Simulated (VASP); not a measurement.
Runs of VASP 6.6.1 on MnO. It takes space group P6_3mc (No. 186, hexagonal). The conventional cell has a = 3.372 Å, b = 3.372 Å, c = 5.385 Å, α = 90.00°, β = 90.00°, γ = 120.00°. Around Mn (site symmetry 3m) lie 4 O at 1.96 to 2.08 Å. O (site symmetry 3m) has 4 Mn at 1.96 to 2.08 Å as nearest neighbours. Measurements of this composition are mostly on another form, of space group No. 225.

```csv
level,spin,U,fixed moment (μB),gap on the mesh (eV),pressure (GPa),moment (μB),largest force (eV/Å)
PBEsol+U,"collinear, ferromagnetic start",Mn d U = 7 eV,2,-,-12.9,2.00,1.62
PBEsol+U,"collinear, random start",Mn d U = 7 eV,-,0.15,8.4,10.00,0.97
PBEsol+U,"collinear, ferrimagnetic start",Mn d U = 7 eV,-,0.99,6.5,0.00,0.85
PBEsol,"collinear, antiferromagnetic start",-,-,none,(a),0.00,0.05
PBEsol,off,-,-,none,-35.0,-,0.30
PBEsol+U,"collinear, antiferromagnetic start",Mn d U = 7 eV,-,0.99,(b),0.00,0.85
PBEsol+U,"collinear, ferromagnetic start",Mn d U = 7 eV,-,0.15,8.4,10.00,0.97
PBEsol,"collinear, ferromagnetic start",-,4,-,-28.2,4.00,0.06
```

Alike in all rows: task single point; potentials or basis VASP PAW PBE potentials, release 64 (Mn_pv, O); cell as given; k mesh 6 × 6 × 4; cutoff (eV) 520; smearing gaussian 0.05 eV.

Problem. Fill in the values left out.

Solution. (a) -5.4; (b) 6.4.

Caveats: the PAW data sets were made with another functional, which shifts forces and pressure a little; the moment is held away from its start (some runs); the total moment is fixed, so each spin has its own Fermi level (some runs); semilocal functionals often make such compounds metallic where correlation or magnetic order opens a gap, which also shifts bond lengths (some runs); a pressure of tens of GPa on the cell as given is suspect, and the run, the potentials or the cell itself is likely at fault (some runs).

A k mesh can miss the band edges.

A gap of «none» marks a metal or a gap under the smearing width.
